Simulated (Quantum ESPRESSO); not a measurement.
TiAl under changes of volume

One of the cells (16.653 Å³/atom); the others are scaled copies at fixed shape and fractional positions:

```
Ti Al
1.0
     2.86726    0.00000    0.00000
    -1.43363    2.48312    0.00000
     0.00000    0.00000    4.67808
Ti Al
1 1
Cartesian
  0.0000 0.0000 0.0000
  0.0000 1.6554 2.3390
```

The cell comes from a database or a generator and needn't be the stable form of this composition.

```yaml
Program: Quantum ESPRESSO 7.5
Functional: PBE
Potentials_or_basis: SSSP 1.3 efficiency PBE
Cutoff: 748 eV
Density_cutoff: 5987 eV
k_mesh: 11 × 11 × 6
Occupations: fermi-dirac, width 0.05 eV
Spin: no spin polarisation
```

| volume (Å³/atom) | energy over the lowest point (meV/atom) | pressure (GPa) |
| --- | --- | --- |
| 15.654 | ? | ? |
| 15.987 | 10.28 | 5.0 |
| 16.320 | 2.70 | 2.5 |
| 16.653 | 0.00 | 0.3 |
| 16.986 | 1.74 | -1.8 |
| 17.320 | 7.50 | -3.6 |
| 17.653 | 16.93 | -5.3 |

Task: What does the run at 15.654 Å³/atom give?

Result: Energy over the lowest point 23.24 meV/atom; pressure 7.7 GPa.

Worked out: A Birch-Murnaghan fit of order 3 (a polynomial in V^(-2/3)) to the other rows has its minimum at 16.68 Å³/atom with B0 = V·E''(V) = 106 GPa and B' = 3.8 at fixed shape and positions, which overstates the stiffness. It gives 23.23 meV/atom at 15.654 Å³/atom, against the run's 23.24, and -dE/dV = 7.6 GPa, against 7.7.

Energies are extrapolated to zero smearing.
